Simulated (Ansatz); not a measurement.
A run of Ansatz 0.2.0 is set up as follows.

input.yaml

```yaml
crystal:
  lattice:
    - [3.18, 0.0, 0.0]
    - [-1.59, 2.753960784, 0.0]
    - [0.0, 0.0, 5.166]
  atoms:
    - { symbol: Ga, position: [0.6666666667, 0.3333333333, 0.5] }
    - { symbol: Ga, position: [0.3333333333, 0.6666666667, 0.0] }
    - { symbol: "N", position: [0.6666666667, 0.3333333333, 0.875] }
    - { symbol: "N", position: [0.3333333333, 0.6666666667, 0.375] }
hamiltonian:
  xc: pbe
  pseudopotentials: { kind: paw }
kpoints:
  mp_grid: { grid: [6, 6, 3] }
scf:
  occupations: { method: fermi_dirac, width: 0.05 }
output:
  forces: true
  stress: true
  eigenvalues: true
```

Potentials or basis: Ansatz PAW.

Command:

```sh
$ ansatz run input.yaml --threads 2 --pin off --max-ram 5120MiB --backend cpu --events-out ev --progress --plain --runs-dir out
```

Question: Estimate the band gap on the k mesh.

Answer: 1.96 eV, direct.

Question: Predict the largest force.

Answer: 0.136 eV/Å.

Question: Predict the pressure.

Answer: 7.3 GPa.

Stress tensor (GPa, compression positive):
```
6.56 0.00 0.00
0.00 6.56 0.00
0.00 0.00 8.67
```

Caveat: odd divisions of the mesh miss points on the zone boundary, where band edges often lie, so the gap on the mesh can be too wide; the pressure holds a Pulay correction of +0.5 GPa for the finite cutoff.

**Experimental background.**

From “Studying electronic properties in GaN without electrical contacts using γ-γ vs e−-γ Perturbed Angular Correlations”, 2019, pmc:6823545, for a bulk crystal of GaN: band gap 3.503 ± 0.005 eV (direct).

Against the measured gap of GaN, 3.503 eV (direct; quoted in “Studying electronic properties in GaN without electrical contacts using γ-γ vs e−-γ Perturbed Angular Correlations”, 2019, pmc:6823545), the calculated 1.96 eV is off by -1.54 eV. Spin-orbit coupling on Ga is left out. The value is that of PBE, without temperature or zero-point motion. Semilocal functionals fall short of measured gaps as a rule.
